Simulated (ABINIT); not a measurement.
Pd:

```
CELL_PARAMETERS angstrom
0.00000 1.94650 1.94650
1.94650 0.00000 1.94650
1.94650 1.94650 0.00000
ATOMIC_POSITIONS crystal
Pd 0.00000 0.00000 0.00000
```

Base run:

```yaml
Program: ABINIT 10.8.3 (patched build)
Functional: PBEsol
Potentials_or_basis: JTH PAW PBE v2.0
Cutoff: 626 eV
k_mesh: 12 × 12 × 12
Occupations: fermi-dirac, width 0.05 eV
Spin: no spin polarisation
```

Its results: band gap on the k mesh none (metal or under the smearing width); pressure -3.0 GPa.

Q: After a change of settings the same cell gave: band gap on the k mesh none (metal or under the smearing width); pressure -0.1 GPa. Which change was it?
A. k mesh from 12 × 12 × 12 to 5 × 5 × 5
B. functional from PBEsol to LDA; potentials or basis from JTH PAW PBE v2.0 to JTH PAW LDA v2.0
C. functional from PBEsol to BP86
D. functional from PBEsol to OLYP

A: A.

Caveats: some runs use coarse meshes; the PAW data sets were made with another functional, which shifts forces and pressure a little.

Runs at the PBE level aren't shown here.
